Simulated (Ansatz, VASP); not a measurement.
## Fe in VASP and in Ansatz

The input INCAR:

```
SYSTEM = Fe
PREC = Accurate
ENCUT = 520
EDIFF = 1E-7
ISMEAR = -1
SIGMA = 0.05
LREAL = .False.
LASPH = .True.
NELM = 150
ALGO = Normal
ISIF = 2
LWAVE = .False.
LCHARG = .True.
ISPIN = 2
MAGMOM = 3
LORBIT = 11
LMAXMIX = 4
GGA = PE
LELF = .True.
LVHAR = .True.
NBANDS = 14
```

Contents of KPOINTS:

```
regular mesh
0
Gamma
  13 13 13
  0 0 0
```

The input POSCAR:

```
Fe
1.0
   -1.4333151444      1.4333151444      1.4333151444
    1.4333151444     -1.4333151444      1.4333151444
    1.4333151444      1.4333151444     -1.4333151444
Fe
1
Direct
    0.0000000000      0.0000000000      0.0000000000
```

The input input.yaml:

```yaml
crystal:
  lattice:
    - [-1.4333151444, 1.4333151444, 1.4333151444]
    - [1.4333151444, -1.4333151444, 1.4333151444]
    - [1.4333151444, 1.4333151444, -1.4333151444]
  atoms:
    - { symbol: Fe, position: [0.0, 0.0, 0.0], spin: 3.0 }
hamiltonian:
  xc: pbe
  pseudopotentials: { kind: paw }
magnetization:
  spin_polarized: true
kpoints:
  mp_grid: { grid: [13, 13, 13] }
scf:
  occupations: { method: fermi_dirac, width: 0.05 }
output:
  forces: true
  stress: true
  eigenvalues: true
```

Alike in both runs: task single point; functional PBE; k mesh 13 × 13 × 13; occupations fermi-dirac, width 0.05 eV; collinear spin.

|  | VASP | Ansatz |
| --- | --- | --- |
| version | VASP 6.6.1 | Ansatz 0.2.0 |
| potentials or method | VASP PAW PBE potentials, release 64 (Fe) | Ansatz PAW |
| plane-wave cutoff (eV) | 520 | 420 |
| valence electrons in the cell | 8 | 16 |

Ansatz gave:

| Property | Result |
| --- | --- |
| gap on the k mesh at the Fermi level (eV) | none |
| pressure (GPa) | -7.1 |
| net moment per atom (μB) | 2.19 |
| size of the moment on the site where the two differ most (μB) | 2.24 |

Question: Which values does VASP return?

Answer: gap on the k mesh at the Fermi level (eV): none; pressure (GPa): -6.9; net moment per atom (μB): 2.21; size of the moment on the site where the two differ most (μB): 2.22.

Site moments also hang on the region over which each program counts them. A gap of «none» marks a metal or a gap that the smearing closes. The two sets of potentials don't hold the same shells in valence.
